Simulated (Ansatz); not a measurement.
BaS: eigenvalues along the path

```
CELL_PARAMETERS angstrom
0.00000 3.51614 3.51614
3.51614 0.00000 3.51614
3.51614 3.51614 0.00000
ATOMIC_POSITIONS crystal
Ba 0.00000 0.00000 0.00000
S 0.25000 0.25000 0.25000
```

Atoms are numbered in the order listed.

The structure comes from a relaxation in the same program, started in the zincblende type, and has space group F-43m. Whether it is a known phase or the ground state wasn't checked.

All numbers below come from DFT, PBE, all-electron LAPW, Dirac equation with spin-orbit coupling in Ansatz 0.2.0.

Numerical set-up: a Γ-centred 9×9×9 k mesh, Fermi–Dirac smearing of 0.08 eV, basis error target 0.25 meV/atom, no spin polarisation.

Path points, in fractions of the reciprocal vectors: Γ (0.000, 0.000, 0.000), X (-0.500, -0.500, 0.000), U (-0.375, -0.375, 0.250), K (-0.375, 0.000, 0.375), L (0.000, 0.000, 0.500), W (-0.500, -0.250, 0.250). Levels in eV from the valence-band top; bands 29 to 50, counted from the lowest band of the run. The gap is 2.70 eV, indirect from W (-0.5, -0.25, 0.25) to Γ.

```
# k(1/Å) point b29 b30 b31 b32 b33 b34 b35 b36 b37 b38 b39 b40 b41 b42 b43 b44 b45 b46 b47 b48 b49 b50
0.000 Γ -12.66 -12.66 -10.63 -10.63 -10.63 -10.63 -9.95 -9.95 -0.77 -0.77 -0.70 -0.70 -0.70 -0.70 2.70 2.70 5.04 5.04 5.04 5.04 6.70 6.70
0.179 - -12.68 -12.68 -10.76 -10.76 -10.64 -10.64 -9.79 -9.79 -0.82 -0.82 -0.68 -0.68 -0.65 -0.65 3.00 3.00 4.70 4.70 5.12 5.12 6.78 6.78
0.357 - -12.73 -12.73 -10.99 -10.99 -10.67 -10.67 -9.51 -9.51 -0.96 -0.96 -0.54 -0.54 -0.50 -0.50 3.71 3.71 4.14 4.14 5.36 5.36 6.92 6.92
0.536 - -12.79 -12.79 -11.17 -11.17 -10.70 -10.70 -9.26 -9.26 -1.07 -1.07 -0.33 -0.33 -0.30 -0.30 3.60 3.60 4.66 4.66 5.72 5.72 6.61 6.61
0.715 - -12.85 -12.85 -11.28 -11.28 -10.73 -10.73 -9.09 -9.09 -1.12 -1.12 -0.16 -0.16 -0.11 -0.11 3.42 3.42 4.72 4.72 6.12 6.12 6.38 6.38
0.893 X -12.87 -12.87 -11.32 -11.32 -10.74 -10.74 -9.03 -9.03 -1.13 -1.13 -0.09 -0.09 -0.03 -0.03 3.43 3.43 4.49 4.49 6.21 6.21 6.22 6.22
0.957 - -12.89 -12.84 -11.37 -11.26 -10.75 -10.75 -9.07 -8.99 -1.12 -1.12 -0.10 -0.08 -0.04 -0.03 3.42 3.43 4.47 4.49 6.07 6.12 6.25 6.29
1.020 - -12.90 -12.82 -11.42 -11.21 -10.75 -10.75 -9.10 -8.95 -1.08 -1.08 -0.13 -0.09 -0.06 -0.05 3.41 3.43 4.44 4.47 5.88 5.94 6.38 6.44
1.083 - -12.92 -12.80 -11.46 -11.16 -10.76 -10.75 -9.14 -8.92 -1.03 -1.02 -0.18 -0.11 -0.09 -0.08 3.40 3.42 4.44 4.47 5.68 5.73 6.54 6.63
1.146 - -12.93 -12.78 -11.50 -11.11 -10.77 -10.75 -9.16 -8.90 -0.96 -0.95 -0.23 -0.14 -0.14 -0.12 3.38 3.41 4.49 4.51 5.47 5.53 6.70 6.79
1.209 U -12.94 -12.76 -11.52 -11.07 -10.79 -10.75 -9.19 -8.89 -0.88 -0.87 -0.29 -0.20 -0.18 -0.17 3.39 3.41 4.57 4.58 5.27 5.32 6.82 6.89
1.319 - -12.94 -12.76 -11.53 -11.05 -10.79 -10.75 -9.20 -8.88 -0.81 -0.80 -0.39 -0.33 -0.18 -0.11 3.42 3.45 4.48 4.52 5.34 5.39 6.70 6.79
1.428 - -12.94 -12.75 -11.54 -11.03 -10.80 -10.75 -9.22 -8.88 -0.71 -0.69 -0.52 -0.48 -0.16 -0.08 3.45 3.50 4.33 4.40 5.52 5.57 6.57 6.64
1.538 - -12.94 -12.75 -11.54 -11.03 -10.80 -10.75 -9.22 -8.88 -0.71 -0.69 -0.52 -0.48 -0.16 -0.08 3.45 3.50 4.33 4.40 5.52 5.57 6.57 6.64
1.647 - -12.94 -12.76 -11.53 -11.05 -10.79 -10.75 -9.20 -8.88 -0.81 -0.80 -0.39 -0.33 -0.18 -0.11 3.42 3.45 4.48 4.52 5.34 5.39 6.70 6.79
1.757 K -12.94 -12.76 -11.52 -11.07 -10.79 -10.75 -9.19 -8.89 -0.88 -0.87 -0.29 -0.20 -0.18 -0.17 3.39 3.41 4.57 4.58 5.27 5.32 6.82 6.89
1.946 - -12.92 -12.74 -11.50 -10.99 -10.80 -10.73 -9.27 -8.94 -0.68 -0.66 -0.49 -0.41 -0.33 -0.32 3.67 3.67 4.75 4.80 4.88 4.89 6.59 6.62
2.136 - -12.85 -12.73 -11.35 -10.98 -10.73 -10.69 -9.38 -9.13 -0.75 -0.73 -0.54 -0.49 -0.46 -0.45 4.13 4.13 4.48 4.51 4.97 5.01 6.04 6.10
2.325 - -12.76 -12.71 -11.09 -10.91 -10.67 -10.66 -9.56 -9.43 -0.83 -0.83 -0.63 -0.61 -0.54 -0.53 3.76 3.77 4.50 4.53 4.92 4.97 6.38 6.47
2.515 - -12.68 -12.67 -10.80 -10.76 -10.64 -10.64 -9.80 -9.77 -0.80 -0.79 -0.71 -0.70 -0.65 -0.65 3.03 3.03 4.79 4.81 4.98 5.02 6.63 6.68
2.704 Γ -12.66 -12.66 -10.63 -10.63 -10.63 -10.63 -9.95 -9.95 -0.77 -0.77 -0.70 -0.70 -0.70 -0.70 2.70 2.70 5.04 5.04 5.04 5.04 6.70 6.70
2.859 - -12.67 -12.67 -10.74 -10.74 -10.63 -10.63 -9.83 -9.83 -0.78 -0.78 -0.71 -0.71 -0.68 -0.67 2.92 2.92 4.92 4.94 4.94 4.96 6.60 6.60
3.014 - -12.71 -12.71 -10.93 -10.93 -10.64 -10.64 -9.60 -9.60 -0.80 -0.80 -0.66 -0.66 -0.61 -0.60 3.46 3.46 4.78 4.81 4.81 4.84 6.40 6.40
3.168 - -12.76 -12.76 -11.09 -11.09 -10.66 -10.66 -9.40 -9.40 -0.77 -0.77 -0.58 -0.58 -0.52 -0.52 4.01 4.01 4.80 4.82 4.82 4.86 6.11 6.11
3.323 - -12.80 -12.80 -11.19 -11.19 -10.67 -10.67 -9.27 -9.27 -0.69 -0.69 -0.53 -0.53 -0.46 -0.46 4.30 4.30 5.00 5.01 5.01 5.06 5.56 5.56
3.478 L -12.82 -12.82 -11.22 -11.22 -10.67 -10.67 -9.22 -9.22 -0.64 -0.64 -0.50 -0.50 -0.43 -0.43 4.36 4.36 5.18 5.18 5.21 5.21 5.31 5.31
3.604 - -12.86 -12.78 -11.33 -11.13 -10.69 -10.69 -9.28 -9.13 -0.65 -0.64 -0.51 -0.48 -0.43 -0.41 4.23 4.24 4.92 4.97 5.16 5.19 5.56 5.57
3.731 - -12.90 -12.76 -11.43 -11.06 -10.74 -10.71 -9.28 -9.02 -0.66 -0.64 -0.53 -0.47 -0.37 -0.31 3.92 3.94 4.65 4.70 5.22 5.25 6.00 6.03
3.857 - -12.93 -12.75 -11.51 -11.03 -10.78 -10.73 -9.24 -8.92 -0.68 -0.65 -0.55 -0.50 -0.25 -0.17 3.62 3.65 4.43 4.49 5.38 5.42 6.58 6.62
3.983 - -12.94 -12.75 -11.55 -11.03 -10.80 -10.75 -9.21 -8.86 -0.69 -0.65 -0.57 -0.53 -0.14 -0.05 3.42 3.47 4.28 4.35 5.62 5.67 6.47 6.54
4.110 W -12.95 -12.75 -11.56 -11.04 -10.80 -10.76 -9.20 -8.84 -0.69 -0.65 -0.57 -0.54 -0.10 0.00 3.36 3.42 4.22 4.30 5.86 5.87 6.25 6.26
4.199 - -12.95 -12.76 -11.55 -11.06 -10.79 -10.76 -9.19 -8.85 -0.79 -0.78 -0.44 -0.43 -0.09 0.00 3.37 3.42 4.24 4.31 5.87 5.88 6.25 6.26
4.288 - -12.94 -12.78 -11.51 -11.11 -10.77 -10.76 -9.17 -8.88 -0.93 -0.92 -0.29 -0.28 -0.08 -0.01 3.38 3.43 4.30 4.36 5.89 5.91 6.24 6.25
4.378 - -12.92 -12.80 -11.46 -11.17 -10.76 -10.75 -9.13 -8.92 -1.04 -1.03 -0.18 -0.16 -0.07 -0.02 3.40 3.43 4.38 4.43 5.95 5.98 6.23 6.24
4.467 - -12.89 -12.83 -11.39 -11.24 -10.75 -10.75 -9.08 -8.97 -1.11 -1.10 -0.11 -0.09 -0.04 -0.03 3.42 3.44 4.45 4.48 6.06 6.10 6.22 6.24
4.556 X -12.87 -12.87 -11.32 -11.32 -10.74 -10.74 -9.03 -9.03 -1.13 -1.13 -0.09 -0.09 -0.03 -0.03 3.43 3.43 4.49 4.49 6.21 6.21 6.22 6.22
```
